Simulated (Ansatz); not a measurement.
## Ag(111) with 4 layers of random Ag-Ir, 2x2: scattering by chemical disorder

Aim: the residual resistivity of a random alloy, from Ag(111) with 4 layers of random Ag-Ir, 2x2 and longer regions.

Method: Ansatz plane-wave DFT, PBE, PAW files; ballistic transport by layer matching (Landauer), zero bias; PAW set soft_1, in Ansatz 0.2.0.

Most raw output is cut from this account.

**1. Starting point**

The cell holds 40 atoms: 32 Ag and 8 Ir. Cell: a = 5.779 Å, b = 5.779 Å, c = 23.651 Å, α = 93.5°, β = 86.5°, γ = 120.0°. It derives from Ag. Regions: lead, 24 atoms (24 Ag); scattering region, 16 atoms (8 Ir and 8 Ag). The structure is stacked along c, and the current runs across the ab planes.

**2. With 4 alloy layers**

In 4 layers a share of 0.5 of the sites is given to Ir at random. The layers about the cell's end stay perfect and serve as the lead. Disorder leaves little or no symmetry, which makes such runs dear. Energies from -0.05 to 0.05 eV in steps of 0.05 eV are too few for the program's thermal sum, so it prints no conductance; for a metal the transmission near the Fermi level serves, at a fraction of the cost.

File input.yaml:

```yaml
crystal:
  lattice:
    - [5.7787594586, 0.0, 0.0]
    - [-2.8893797293, 5.0045524935, 0.0]
    - [1.4446898646, -0.8340920822, 23.5916866996]
  atoms:
    - { symbol: Ag, position: [0.9916666667, 0.0083333333, 0.05] }
    - { symbol: Ag, position: [0.9916666667, 0.5083333333, 0.05] }
    - { symbol: Ag, position: [0.4916666667, 0.0083333333, 0.05] }
    - { symbol: Ag, position: [0.4916666667, 0.5083333333, 0.05] }
    - { symbol: Ag, position: [0.1416666667, 0.3583333333, 0.15] }
    - { symbol: Ag, position: [0.1416666667, 0.8583333333, 0.15] }
    - { symbol: Ag, position: [0.6416666667, 0.3583333333, 0.15] }
    - { symbol: Ag, position: [0.6416666667, 0.8583333333, 0.15] }
[... 28 atom lines left out ...]
    - { symbol: Ag, position: [0.8416666667, 0.1583333333, 0.95] }
    - { symbol: Ag, position: [0.8416666667, 0.6583333333, 0.95] }
    - { symbol: Ag, position: [0.3416666667, 0.1583333333, 0.95] }
    - { symbol: Ag, position: [0.3416666667, 0.6583333333, 0.95] }
kpoints:
  mp_grid: { grid: [4, 4, 1] }
hamiltonian:
  xc: pbe
  pseudopotentials: { kind: paw, azcp: { folder: soft_1 } }
scf:
  occupations: { method: fermi_dirac, width: 0.1 }
output:
  transmission: { leads: [[0, 4]], kmesh: [8, 8], e_range: [-0.05, 0.05], de: 0.05 }
  write_potential: true
  write_density: true
  volumetric_format: npy
```

Run with:

```console
ansatz run input.yaml --threads 4 --pin off --max-ram 15360MiB --backend cpu --events-out ev --progress --plain --runs-dir out
```

The job ended after 6.5 min (4 threads of Arm Neoverse V2, shared host; peak memory 6 GiB; 22 min of CPU time).

This step gave:

```
free energy                                    : -338385.2894 eV
energy at zero smearing                        : -338384.7695 eV
Fermi energy                                   : 17.64 eV
cell area                                      : 28.92 Å²
transmission per spin nearest the Fermi level  : 1.203
open channels per spin nearest the Fermi level : 3.172
step of the lead's potential                   : 47 meV
```

Per spin. Transmission, zone mean against energy, zero at the Fermi level:

| energy (eV) | transmission, zone mean |
| --- | --- |
| -0.0500 | 1.21 |
| 0.0000 | 1.20 |
| 0.0500 | 1.18 |

Per spin. Open channels, zone mean, lead against energy, zero at the Fermi level:

| energy (eV) | open channels, zone mean, lead |
| --- | --- |
| -0.0500 | 3.33 |
| 0.0000 | 3.17 |
| 0.0500 | 3.23 |

Transmission over k1 and k2. At 0.0000 eV from the Fermi level.

Ten even steps from '_' (0.58) to '@' (2.66):
```
::++..::==....::
..--++__++::--::
....::--::--::..
==++==::@@::==++
....::--::--::..
..::--::++__++--
::::....==::..++
++::....==....::
```
Columns: k1 (b1) from -0.5 to 0.375; rows upwards: k2 (b2) from -0.5 to 0.375.

Open channels over k1 and k2. At 0.0000 eV from the Fermi level.

Ten even steps from '0' (2.00) to '9' (4.00):
```
59559550
55959550
55555555
99955599
55555555
50559595
50559559
95559555
```
Columns: k1 (b1) from -0.5 to 0.375; rows upwards: k2 (b2) from -0.5 to 0.375.

Over the solved energies the transmission per spin lies between 1.18 and 1.21, out of 3.24 channels of the lead on average (up to 3.33). The log calls the step of a lead's potential too much.

**3. With 8 alloy layers**

In 8 layers a share of 0.5 of the sites is given to Ir at random. A fresh draw is used; the growth of the resistance with length is what counts.

System of this step: Ag(111) with 8 layers of random Ag-Ir, 2x2. The cell holds 56 atoms: 40 Ag and 16 Ir. Cell: a = 5.779 Å, b = 5.779 Å, c = 33.070 Å, α = 87.5°, β = 92.5°, γ = 120.0°. It derives from Ag. Regions: lead, 24 atoms (24 Ag); scattering region, 32 atoms (16 Ag and 16 Ir). The structure is stacked along c, and the current runs across the ab planes.

File input.yaml:

```yaml
crystal:
  lattice:
    - [5.7787594586, 0.0, 0.0]
    - [-2.8893797293, 5.0045524935, 0.0]
    - [-1.4446898646, 0.8340920822, 33.0283613795]
  atoms:
    - { symbol: Ag, position: [0.005952381, 0.994047619, 0.0357142857] }
    - { symbol: Ag, position: [0.005952381, 0.494047619, 0.0357142857] }
    - { symbol: Ag, position: [0.505952381, 0.994047619, 0.0357142857] }
    - { symbol: Ag, position: [0.505952381, 0.494047619, 0.0357142857] }
    - { symbol: Ag, position: [0.1845238095, 0.3154761905, 0.1071428571] }
    - { symbol: Ag, position: [0.1845238095, 0.8154761905, 0.1071428571] }
    - { symbol: Ag, position: [0.6845238095, 0.3154761905, 0.1071428571] }
    - { symbol: Ag, position: [0.6845238095, 0.8154761905, 0.1071428571] }
[... 44 atom lines left out ...]
    - { symbol: Ag, position: [0.3273809524, 0.1726190476, 0.9642857143] }
    - { symbol: Ag, position: [0.3273809524, 0.6726190476, 0.9642857143] }
    - { symbol: Ag, position: [0.8273809524, 0.1726190476, 0.9642857143] }
    - { symbol: Ag, position: [0.8273809524, 0.6726190476, 0.9642857143] }
kpoints:
  mp_grid: { grid: [4, 4, 1] }
hamiltonian:
  xc: pbe
  pseudopotentials: { kind: paw, azcp: { folder: soft_1 } }
scf:
  occupations: { method: fermi_dirac, width: 0.1 }
output:
  transmission: { leads: [[0, 4]], kmesh: [8, 8], e_range: [-0.05, 0.05], de: 0.05 }
  write_potential: true
  write_density: true
  volumetric_format: npy
```

The job ended after 11 min (4 threads; peak memory 9.8 GiB).

This step gave:

* free energy: -494598.4012 eV
* energy at zero smearing: -494597.5887 eV
* Fermi energy: 17.85 eV
* transmission per spin nearest the Fermi level: 0.7099
* open channels per spin nearest the Fermi level: 3.234
* step of the lead's potential: 44.8 meV

Per spin. Table of transmission, zone mean by energy, zero at the Fermi level:

| energy (eV) | transmission, zone mean |
| --- | --- |
| -0.0500 | 0.764 |
| 0.0000 | 0.710 |
| 0.0500 | 0.724 |

Over the solved energies the transmission per spin lies between 0.710 and 0.764, out of 3.27 channels of the lead on average (up to 3.33). The log calls the step of a lead's potential too much.

**4. With 12 alloy layers**

In 12 layers a share of 0.5 of the sites is given to Ir at random. A fresh draw is used; the growth of the resistance with length is what counts.

System of this step: Ag(111) with 12 layers of random Ag-Ir, 2x2. The cell holds 72 atoms: 48 Ag and 24 Ir. Cell: a = 5.779 Å, b = 5.779 Å, c = 42.465 Å, α = 90.0°, β = 90.0°, γ = 120.0°. It derives from Ag. Regions: lead, 24 atoms (24 Ag); scattering region, 48 atoms (24 Ir and 24 Ag). The structure is stacked along c, and the current runs across the ab planes.

File input.yaml:

```yaml
crystal:
  lattice:
    - [5.7787594586, 0.0, 0.0]
    - [-2.8893797293, 5.0045524935, 0.0]
    - [0.0, 0.0, 42.4650360593]
  atoms:
    - { symbol: Ag, position: [0.0, 0.0, 0.0277777778] }
    - { symbol: Ag, position: [0.0, 0.5, 0.0277777778] }
    - { symbol: Ag, position: [0.5, 0.0, 0.0277777778] }
    - { symbol: Ag, position: [0.5, 0.5, 0.0277777778] }
    - { symbol: Ag, position: [0.1666666667, 0.3333333333, 0.0833333333] }
    - { symbol: Ag, position: [0.1666666667, 0.8333333333, 0.0833333333] }
    - { symbol: Ag, position: [0.6666666667, 0.3333333333, 0.0833333333] }
    - { symbol: Ag, position: [0.6666666667, 0.8333333333, 0.0833333333] }
[... 60 atom lines left out ...]
    - { symbol: Ag, position: [0.3333333333, 0.1666666667, 0.9722222222] }
    - { symbol: Ag, position: [0.3333333333, 0.6666666667, 0.9722222222] }
    - { symbol: Ag, position: [0.8333333333, 0.1666666667, 0.9722222222] }
    - { symbol: Ag, position: [0.8333333333, 0.6666666667, 0.9722222222] }
kpoints:
  mp_grid: { grid: [4, 4, 1] }
hamiltonian:
  xc: pbe
  pseudopotentials: { kind: paw, azcp: { folder: soft_1 } }
scf:
  occupations: { method: fermi_dirac, width: 0.1 }
output:
  transmission: { leads: [[0, 4]], kmesh: [8, 8], e_range: [-0.05, 0.05], de: 0.05 }
  write_potential: true
  write_density: true
  volumetric_format: npy
```

It took 18 min on 4 threads; peak memory 7.9 GiB; 66 min of CPU time.

Numbers from this step:

* free energy: -650811.2417 eV
* energy at zero smearing: -650810.1457 eV
* Fermi energy: 17.98 eV
* transmission per spin nearest the Fermi level: 0.6090
* step of the lead's potential: 47.3 meV

Per spin. Transmission, zone mean against energy, zero at the Fermi level:

| energy (eV) | transmission, zone mean |
| --- | --- |
| -0.0500 | 0.633 |
| 0.0000 | 0.609 |
| 0.0500 | 0.636 |

Over the solved energies the transmission per spin lies between 0.609 and 0.636, out of 3.27 channels of the lead on average (up to 3.33). The log calls the step of a lead's potential too much.

**5. The fit**

This step: Ansatz plane-wave DFT, PBE, PAW files; ballistic transport by layer matching (Landauer), zero bias; residual resistivity from the slope of the area resistance, atoms on the host's lattice; PAW set soft_1 (Ansatz 0.2.0).

This step gave:

```yaml
resistivity: 151.1 µΩ cm
intercept: 0.7288 fΩ m²
scatter_about_the_fit: 0.2626 fΩ m²
```

Resistance, by row:

| run | length (Å) | T | channels N | RA (fΩ m²) |
| --- | --- | --- | --- | --- |
| n4 | 9.437 | 1.197 | 3.245 | 1.969 |
| n8 | 18.87 | 0.7327 | 3.266 | 3.952 |
| n12 | 28.31 | 0.6259 | 3.266 | 4.82 |

The area resistance by length of the alloy:

| length of the alloy (Å) | area resistance (fΩ m²) |
| --- | --- |
| 9.44 | 1.97 |
| 18.87 | 3.95 |
| 28.31 | 4.82 |

The area resistance goes from 2.0 to 4.8 fΩ m² between 9.4 and 28.3 Å, a slope of 151 µΩ cm.

By hand from the end points: (4.820 − 1.969) fΩ m² / (28.31 − 9.44) Å = 151 µΩ cm, since 1 fΩ m² per Å is 1000 µΩ cm.

**6. Summary of results**

```yaml
resistivity_from_the_slope: 151 µΩ cm
area_resistance_over_9p44_a: 1.97 fΩ m²
area_resistance_over_18p9_a: 3.95 fΩ m²
area_resistance_over_28p3_a: 4.82 fΩ m²
```

**Reading.** The slope gives 151 µΩ cm. The points scatter by 0.26 fΩ m² about the line, with one random draw a length in a 2x2 cell, so the slope is a rough value. Read with a model of isotropic scattering on a spherical Fermi surface and the lead's 0.87×10¹⁵ S/m², this slope means a mean free path near 5.7 Å (a rough figure, since the alloy's own channel count differs); over these lengths the model's slope is within 3 % of its bulk resistivity, though a free path of a few ångströms strains the picture. The atoms sit on the host's lattice, so scattering by size misfit is left out. Spin-orbit coupling is left out, which matters for Ir. A lead's potential steps by up to 47 meV from period to period, which the log calls too much, so longer leads could move the result.

[Logs are printed without paths, hosts, clocks, repeated set-up lines and the standing remarks that a program may print on its own settings, such as how far it seeks lower states.]

[Hosts, paths, dates, database ids (printed as entryN), source tags and the programs' standing remarks are cut or masked in the printed files.]
